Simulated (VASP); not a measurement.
Here is a VASP 6.6.1 calculation.

The input INCAR:

```
SYSTEM = MnS
PREC     = Accurate       ! precision mode
ENCUT    = 520            ! plane-wave cutoff, eV
EDIFF    = 1E-6           ! SCF threshold, eV
ISMEAR   = 0              ! smearing method
SIGMA    = 0.05           ! smearing width, eV
LREAL    = .False.        ! projectors in reciprocal space
LASPH    = .True.         ! aspherical terms in the spheres
NELM     = 100            ! most SCF steps
ALGO     = Normal         ! electronic algorithm
ISIF     = 2              ! what is computed and relaxed
LWAVE    = .False.        ! write WAVECAR
LCHARG   = .False.        ! write CHGCAR
ISPIN    = 2              ! spin polarisation
MAGMOM   = 4 -4 0 0       ! initial moments
LORBIT   = 11             ! projections on sites
LMAXMIX  = 4              ! l up to which the mixer works
LDAU     = .True.         ! DFT+U
LDAUTYPE = 2            
LDAUL    = 2 -1           ! shell
LDAUU    = 4 0            ! U, eV
LDAUJ    = 0 0          
LDAUPRINT= 1            
GGA      = PS             ! functional
```

File KPOINTS:

```
Automatic mesh
0
Gamma
  7 7 4
  0 0 0
```

File POSCAR:

```
MnS
1.0
    3.9760016100      0.0000000000      0.0000000000
   -1.9880008000      3.4433184000      0.0000000000
    0.0000000000      0.0000000000      6.4320005000
Mn S
2 2
Direct
    0.3333333333      0.6666666667      0.0000000000
    0.6666666667      0.3333333333      0.5000000000
    0.3333333333      0.6666666667      0.3850000000
    0.6666666667      0.3333333333      0.8850000000
```

Potentials or basis: VASP PAW PBE potentials, release 64 (Mn_pv, S).

Launch:

```bash
$ cat potpaw_PBE.64/Mn_pv/POTCAR potpaw_PBE.64/S/POTCAR > POTCAR
$ mpirun -np 1 vasp_std > vasp.out
```

What does it give for the largest force?

0.341 eV/Å.

What does it give for the net moment?

0.00 μB per cell.

Estimate the site moments.

Mn +4.51, -4.51; S -0.01, +0.01 μB.

Eigenvalues of the final occupation matrices:
```tsv
site	spin	trace	eigenvalues
site 1 d	1	4.67	0.93 0.93 0.94 0.94 0.94
site 1 d	2	0.23	0.02 0.02 0.06 0.06 0.07
site 2 d	1	0.23	0.02 0.02 0.06 0.06 0.07
site 2 d	2	4.67	0.93 0.93 0.94 0.94 0.94
```

Caveat: the PAW data sets were made with another functional, which shifts forces and pressure a little; an odd mesh through Γ misses points on the zone boundary, where band edges often lie. The state reached can hang on the start; a lower one may exist.
